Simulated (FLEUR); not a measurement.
LiF (Griceite) under changes of volume

One of the cells (8.169 Å³/atom); the others are scaled copies at fixed shape and fractional positions:

```
F Li
1.0
     0.00000    2.01400    2.01400
     2.01400    0.00000    2.01400
     2.01400    2.01400    0.00000
F Li
1 1
Direct
  0.50000 0.50000 0.50000
  0.00000 0.00000 0.00000
```

- Program: FLEUR MaX-R8.1 (later development tree)
- Functional: PBE
- Potentials or basis: all-electron
- Basis: FLAPW
- Kmax: 4.21 1/bohr
- k mesh: 11 × 11 × 11
- Occupations: fermi-dirac, width 0.05 eV
- Spin: no spin polarisation

```csv
volume (Å³/atom),energy over the lowest point (meV/atom),gap on the mesh (eV)
7.679,14.49,9.62
7.842,?,?
8.006,3.66,9.23
8.169,1.05,9.05
8.333,0.00,8.88
8.496,0.16,8.71
8.659,1.74,8.56
```

Problem. What does the run at 7.842 Å³/atom give?

Solution. Energy over the lowest point 8.09 meV/atom; gap on the mesh 9.42 eV.

Worked out: A Birch-Murnaghan fit of order 3 (a polynomial in V^(-2/3)) to the other rows has its minimum at 8.38 Å³/atom with B0 = V·E''(V) = 67 GPa and B' = 5.3. It gives 8.11 meV/atom at 7.842 Å³/atom, against the run's 8.09. A straight line through the other rows of the gap, of slope -8.84 eV per unit of ln V (its deformation potential), gives 9.42 eV, against the run's 9.42.

Energies are extrapolated to zero smearing.

Caveats: an odd mesh through Γ misses points on the zone boundary, where band edges often lie.
